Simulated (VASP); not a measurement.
Crystal: Si.

```xyz
2
Lattice="0.0000 2.7219 2.7219 2.7219 0.0000 2.7219 2.7219 2.7219 0.0000" Properties=species:S:1:pos:R:3 pbc="T T T"
Si    2.7219    2.7219    2.7219
Si    4.0828    4.0828    4.0828
```

Base run:

| Quantity | Value |
| --- | --- |
| Program | VASP 6.6.1 |
| Functional | rSCAN |
| Potentials or basis | VASP PAW PBE potentials, release 64 (Si) |
| Cutoff | 520 eV |
| k mesh | 8 × 8 × 8 |
| Occupations | fermi-dirac, width 0.05 eV |
| Spin | no spin polarisation |

Its results: band gap on the k mesh 0.82 eV, indirect (least direct gap 2.74 eV); pressure -0.4 GPa.

Problem. The run is repeated on the same cell with these changes: functional from rSCAN to SCAN. What comes out?

Solution. Band gap on the k mesh 0.88 eV, indirect (least direct gap 2.86 eV); pressure -0.9 GPa.

Caveats: the PAW data sets were made with another functional, which shifts forces and pressure a little.
